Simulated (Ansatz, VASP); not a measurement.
# GaAs in VASP and in Ansatz

```
Ga As
1.0
     0.00000    2.80500    2.80500
     2.80500    0.00000    2.80500
     2.80500    2.80500    0.00000
Ga As
1 1
Direct
  0.00000 0.00000 0.00000
  0.25000 0.25000 0.25000
```

Alike in both runs: task relaxation of cell and atoms; functional LDA; k mesh 18 × 18 × 18; occupations gaussian, width 0.02 eV; no spin polarisation.

|  | VASP | Ansatz |
| --- | --- | --- |
| version | VASP 6.6.1 | Ansatz 0.2.0 |
| potentials or method | VASP PAW LDA potentials, release 64 (Ga_d, As) | scalar-relativistic, plane waves, PAW |
| plane-wave cutoff (eV) | 600 | 420 |
| valence electrons in the cell | 18 | 28 |

Ansatz gave:

- gap on the k mesh at the Fermi level, each at its own relaxed structure (eV): 0.49
- relaxed volume (Å³/atom): 21.99
- relaxed cell length with the largest relative difference (Å): 3.962

**Question.** What did VASP give for the same quantities?

**Answer.** gap on the k mesh at the Fermi level, each at its own relaxed structure (eV): 0.50; relaxed volume (Å³/atom): 22.09; relaxed cell length with the largest relative difference (Å): 3.968.

The two sets of potentials don't hold the same shells in valence.

A k mesh can miss the band edges.
